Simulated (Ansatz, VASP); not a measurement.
# Rb7Br: VASP beside Ansatz

INCAR

```
SYSTEM = Rb7Br
PREC = Accurate
ENCUT = 520
EDIFF = 1E-7
ISMEAR = 0
SIGMA = 0.1
LREAL = .FALSE.
LASPH = .TRUE.
NELM = 80
ALGO = Normal
ISIF = 2
LWAVE = .FALSE.
LCHARG = .FALSE.
GGA = PE
NBANDS = 45
```

KPOINTS

```
Automatic mesh
0
G
  4 4 4
  0 0 0
```

File POSCAR:

```
Rb7Br
1.0
    0.0000000000      5.3782231600      5.3782231600
    5.3782231600      0.0000000000      5.3782231600
    5.3782231600      5.3782231600      0.0000000000
Rb Br
7 1
Direct
    0.5000000000      0.0000000000      0.0000000000
    0.0000000000      0.5000000000      0.5000000000
    0.0000000000      0.5000000000      0.0000000000
    0.5000000000      0.0000000000      0.5000000000
    0.0000000000      0.0000000000      0.5000000000
    0.5000000000      0.5000000000      0.0000000000
    0.5000000000      0.5000000000      0.5000000000
    0.0000000000      0.0000000000      0.0000000000
```

Input for Ansatz:

```yaml
crystal:
  lattice:
    - [0.0, 5.37822316, 5.37822316]
    - [5.37822316, 0.0, 5.37822316]
    - [5.37822316, 5.37822316, 0.0]
  atoms:
    - { symbol: Rb, position: [0.5, 0.0, 0.0] }
    - { symbol: Rb, position: [0.0, 0.5, 0.5] }
    - { symbol: Rb, position: [0.0, 0.5, 0.0] }
    - { symbol: Rb, position: [0.5, 0.0, 0.5] }
    - { symbol: Rb, position: [0.0, 0.0, 0.5] }
    - { symbol: Rb, position: [0.5, 0.5, 0.0] }
    - { symbol: Rb, position: [0.5, 0.5, 0.5] }
    - { symbol: Br, position: [0.0, 0.0, 0.0] }
basis:
  ecutwfc: 420
kpoints:
  mp_grid: { grid: [4, 4, 4] }
hamiltonian:
  xc: pbe
scf:
  occupations: { method: gaussian, width: 0.1 }
  lower_state_search: "off"
output:
  forces: true
  stress: true
  eigenvalues: true
```

Change from the starting cell: species swapped into the Zn7Tc type (Fm-3m, No. 225).

Alike in both runs: task single point; functional PBE; k mesh 4 × 4 × 4; occupations gaussian, width 0.1 eV; no spin polarisation.

|  | VASP | Ansatz |
| --- | --- | --- |
| version | VASP 6.6.1 | Ansatz 0.2.0 |
| potentials or method | VASP PAW PBE potentials, release 64 (Rb_sv, Br) | scalar-relativistic, plane waves, PAW |
| plane-wave cutoff (eV) | 520 | 420 |
| valence electrons in the cell | 70 | 70 |

|  | VASP | Ansatz | Ansatz less VASP |
| --- | --- | --- | --- |
| gap on the k mesh at the Fermi level (eV) | none | none | - |
| pressure (GPa) | 7.6 | 7.6 | -0.02 |

A gap of «none» marks a metal or a gap that the smearing closes.
